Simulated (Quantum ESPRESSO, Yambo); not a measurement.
# GaAs (F-43m): G0W0 on several meshes in Yambo, part 2 of 2

Wanted: mesh dependence and cost of G0W0 for GaAs (F-43m).

Quantum ESPRESSO 7.5 and Yambo 5.3.0; PBE and many-body steps on it, plane waves. Known limits of the many-body steps: not at the basis limit; exchange with frozen shells missing; no spin-orbit coupling; coarse k mesh.

So far. Step 4 (4×4×4): The gap on the mesh goes from 0.51 eV to 1.12 eV, a correction of +0.60 eV. Step 5 (Empty states on the mesh, 2×2×2 mesh, 132 bands): On this mesh the gap is 0.514 eV.

## 6. Conversion and set-up

This step: Yambo 5.3.0; conversion and set-up on PBE, plane waves, norm-conserving pseudopotentials.

The run is started by

```bash
$ (cd o/x.save; p2y > p2y.log; mv SAVE ../..); yambo > setup.log
```

What it wrote:

```text
 Yambo, version 5.3.0

 [02] CORE Variables Setup
 =========================

  [02.01] Unit cells
  ==================

  Cell kind             :  FCC
  Atoms in the cell     :  Ga  As
  number of Ga atoms    :  1
  number of As atoms    :  1

  List of atomic masses
  Mass of Ga    :  69.72300
  Mass of As    :  74.92200

  List of atomic coordinates    : [cc]
  Ga1       :  0.000000  0.000000  0.000000  order 1
  As1       :  2.670986  2.670986  2.670986  order 2

  Alat factors          :  5.341972  5.341972  5.341972 [a.u.]
  Direct lattice volume :  304.8842 [a.u.]
[...]
0.000000  0.000000  0.000000  0.000000  0.000000  0.000000  0.000000  0.000000

 [03] Transferred momenta grid and indexing
 ==========================================

 IBZ Q-points                                      :  3
 BZ  Q-points                                      :   8

 K/Q-points units:
 rlu = crystal or reduced units; cc = cartesian coordinates; iku = interal k-units

 Q [1]          [rlu]:  0.000000  0.000000  0.000000
 Q [2]          [rlu]:  0.18317E-17  0.18317E-17 -0.50000
 Q [3]          [rlu]:  0.52231E-17 -0.50000     -0.50000

  [03.01] X indexes
  =================

   [03.01.01] Sigma indexes
   ========================

 [06] Game Over & Game summary
```

Wall time 3.1 s (1 MPI rank of Arm Neoverse N1, shared host); peak memory 0.24 GiB.

## 7. 2×2×2

This step: G0W0 on PBE, plane waves, norm-conserving pseudopotentials.

Input file gw11.in:

```
HF_and_locXC
gw0
dyson
ppa
em1d
rim_cut
RandQpts= 1000000
RandGvec= 1 RL
EXXRLvcs= 76 Ry
VXCRLvcs= 304 Ry
Chimod= "HARTREE"
% BndsRnXp
 1 | 132 |
%
NGsBlkXp= 10.5 Ry
% LongDrXp
 1 | 1 | 1 |
%
% GbndRnge
 1 | 132 |
%
DysSolver= "n"
ExtendOut
PPAPntXp= 27.21138 eV
% QPkrange
 1 | 1 | 13 | 16 |
%
```

The run is started by

```bash
$ OMP_NUM_THREADS=1 mpirun -n 4 yambo -F gw11.in -J gw11 -C gw11 > gw11.log
```

What it wrote:

```text
 Yambo, version 5.3.0

 [02] CORE Variables Setup
 =========================

  [... cell, symmetries and grids as in the set-up ...]

  [02.05] Energies & Occupations
  ==============================

  [X] === General ===
  [X] Electronic Temperature                        :  0.000000  0.000000 [eV K]
  [X] Bosonic    Temperature                        :  0.000000  0.000000 [eV K]
  [X] Finite Temperature mode                       : no
  [X] El. density                                   :  0.61975E+24 [cm-3]
  [X] Fermi Level                                   :  8.808015 [eV]

  [X] === Gaps and Widths ===
  [X] Conduction Band Min                           :  0.513686 [eV]
  [X] Valence Band Max                              :  0.000000 [eV]
  [X] Filled Bands                                  :  14
  [X] Empty Bands                                   :   15  132
  [X] Direct Gap                                    :  0.513686 [eV]
  [X] Direct Gap localized at k                     :  1
  [X] Indirect Gap                                  :  0.513686 [eV]
  [X] Indirect Gap between kpts                     :  1  1
  [X] Last valence band width                       :  2.675752 [eV]
  [X] 1st conduction band width                     :  0.954745 [eV]

 [03] Transferred momenta grid and indexing
 ==========================================

 IBZ Q-points                                      :  3
 BZ  Q-points                                      :   8

 K/Q-points units:
 rlu = crystal or reduced units; cc = cartesian coordinates; iku = interal k-units

 Q [1]          [rlu]:  0.000000  0.000000  0.000000
 Q [2]          [rlu]:  0.18317E-17  0.18317E-17 -0.50000
 Q [3]          [rlu]:  0.52231E-17 -0.50000     -0.50000

 [04] Coloumb potential Random Integration (RIM)
[...]
================================================

 [VXC] Plane waves :  27317
 [EXS] Plane waves :   3527

 QP @ state[ 1 ] K range:  1  1
 QP @ state[ 1 ] b range:  13  16

 [xc] Functional : Perdew, Burke & Ernzerhof(X)+Perdew, Burke & Ernzerhof(C)
 [xc] LIBXC used to calculate xc functional
  PP Number of Atomic Species                      :  2
  NLCC RL compoments                               :  27317
  PP Number of Atomic Species                      :  2
  NLCC RL compoments                               :  27317

 [xc] E_xc :  -20.13390 [Ha]
      E_xc :  -40.26779 [Ry]

  Local XC kind (lXC) : Perdew, Burke & Ernzerhof(X)+Perdew, Burke & Ernzerhof(C)
  Non-Local XC kind (nlXC) : Hartree-Fock

  Corrections @ K [1] :  [eV]
 <13|nlXC|13> = -16.48400 -0.15570E-17 <13|lXC|13> = -13.47956 -0.18882E-15
 <14|nlXC|14> = -16.48400  0.57845E-17 <14|lXC|14> = -13.47956  0.18882E-15
 <15|nlXC|15> = -9.155175 -0.34029E-17 <15|lXC|15> = -13.81862 -0.18882E-15
 <16|nlXC|16> = -6.306220  0.18010E-17 <16|lXC|16> = -10.74705 -0.37763E-15

 [08] Dyson equation: Newton solver
 ==================================

  [08.01] G0W0 (W PPA)
  ====================

  [  GW  ] Bands range     :    1  132
  [GW/PPA] G damping       :  0.100000 [eV]

  QP @ state[ 1 ] K range:  1  1
  QP @ state[ 1 ] b range:  13  16

   Sc/G bands                                       :    1  132
   Sc/G damping                                     :  0.100000 ev
   Sc bands terminator                              : no
   Sx RL components                                 :   3527

   QP @ state[ 1 ] K range                          :  1  1
   QP @ state[ 1 ] b range                          :  13  16
   GF energies kind                                 : Perdew, Burke & Ernzerhof(X)+Perdew, Burke & Ernzerhof(C)
   GF WF`s kind                                     : Perdew, Burke & Ernzerhof(X)+Perdew, Burke & Ernzerhof(C)
   Xs energies kind                                 : Perdew, Burke & Ernzerhof(X)+Perdew, Burke & Ernzerhof(C)
   Xs WF`s kind                                     : Perdew, Burke & Ernzerhof(X)+Perdew, Burke & Ernzerhof(C)

 [11] Game Over & Game summary
```

Wall time 11 s (4 MPI ranks); peak memory 1.3 GiB.

This step gave:

```
G0W0 gap on the points computed              : 1.235 eV
starting gap on the mesh                     : 0.5137 eV
k of the valence top                         : 0, 0, 0
k of the conduction bottom                   : 0, 0, 0
least direct G0W0 gap on the computed points : 1.235 eV
Z at the valence top                         : 0.8138
Z at the conduction bottom                   : 0.8110
```

Against G0W0 in Yambo (4×4×4 mesh, 132 bands, screening to 142.9 eV, Godby-Needs plasmon pole), the gap moves by +0.116 eV.

## 8. The runs together

Times are wall times on 4 MPI ranks of Arm Neoverse N1, shared host, good to a factor of about two.

```csv
run,mesh,bands,screening cutoff (eV),DFT gap (eV),gap on the mesh (eV),direct (eV),time
4×4×4,4×4×4,132,142.9,0.514,1.119,1.119,2 min
2×2×2,2×2×2,132,142.9,0.514,1.235,1.235,11 s
```

## 9. Outcome

```
4×4×4        : 1.119 eV
2×2×2        : 1.235 eV
known limits : not at the basis limit; exchange with frozen shells missing; no spin-orbit coupling; coarse k mesh
```

2×2×2: +0.116 eV against 4×4×4. Bands and cutoff are finite, so the gap is not at the basis limit. The miss can reach some tenths of an eV and take either sign; the mesh is an error of its own. In the G0W0 runs levels were corrected at 1 k point alone, so a gap called «on the mesh» is the least over those, and an edge elsewhere would be missed. The 4×4×4 mesh is coarse for this cell, which bears on the long-range parts of exchange and screening. Mesh or cutoff lie under what a gap needs, so these runs test behaviour and cost; their gaps are not to be quoted. The norm-conserving file of at least one element keeps a d shell over frozen s and p shells of the same row. Exchange with those shells is missing from the self-energy, an error of 0.3 to 0.9 eV in cases checked, whose sign depends on which edge lies on those atoms. The many-body steps are scalar-relativistic: spin-orbit coupling is not in them.

[Paths, hosts, dates, memory and timing lines, banners, echoed tables and standing remarks are left out of the program output.]

[Logs are printed without paths, hosts, clocks, repeated set-up lines and the standing remarks that a program may print on its own settings, such as how far it seeks lower states.]

[Runs of the session that timed out or met a known fault of the program may be left out.]

[Hosts, paths, dates, database ids (printed as entryN), source tags and the programs' standing remarks are cut or masked in the printed files.]
